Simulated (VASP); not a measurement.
Pr:

```
CELL_PARAMETERS angstrom
3.62957 0.00000 0.00000
1.83090 3.17701 0.00000
1.71503 0.96352 2.98035
ATOMIC_POSITIONS crystal
Pr 0.00000 0.00000 0.00000
```

The cell isn't the ideal one: cell strained at random at fixed volume.

| Quantity | Value |
| --- | --- |
| Program | VASP 6.6.1 |
| Task | relaxation of cell and atoms |
| Functional | PBEsol |
| Potentials or basis | VASP PAW PBE potentials, release 64 (Pr_3), 4f in core |
| Cutoff | 600 eV |
| k mesh | 9 × 9 × 9 |
| Occupations | methfessel-paxton, width 0.2 eV |
| Spin | no spin polarisation |

At the start: pressure -0.3 GPa; volume 34.37 Å³/atom.

Problem. Where does the relaxation end?

Solution. Over 9 steps the energy falls by 3.7 meV/atom and the volume is 34.16 Å³/atom (-0.6 %); space group Fm-3m (No. 225, to 0.05 Å).

Step by step:
```csv
step,energy change (eV),largest force (eV/Å),pressure (GPa),volume (Å³)
1,0.0000,0.0000,-0.28,34.37
2,-0.0021,0.0000,0.11,34.07
3,-0.0025,0.0000,0.51,33.68
4,-0.0027,0.0000,0.35,33.80
5,-0.0035,0.0000,0.07,34.11
6,-0.0035,0.0000,-0.02,34.20
7,-0.0036,0.0000,-0.02,34.20
8,-0.0037,0.0000,-0.02,34.20
9,-0.0037,0.0000,0.01,34.16
```

Final structure:
```yaml
crystal:
  lattice:
    - [3.64132, -0.00974, 0.06441]
    - [1.82864, 3.14938, 0.08231]
    - [1.77052, 0.99885, 3.02161]
  atoms:
    - { symbol: Pr, position: [0.00000, 0.00000, 0.00000] }
```

Caveat: the PAW data sets were made with another functional, which shifts forces and pressure a little.
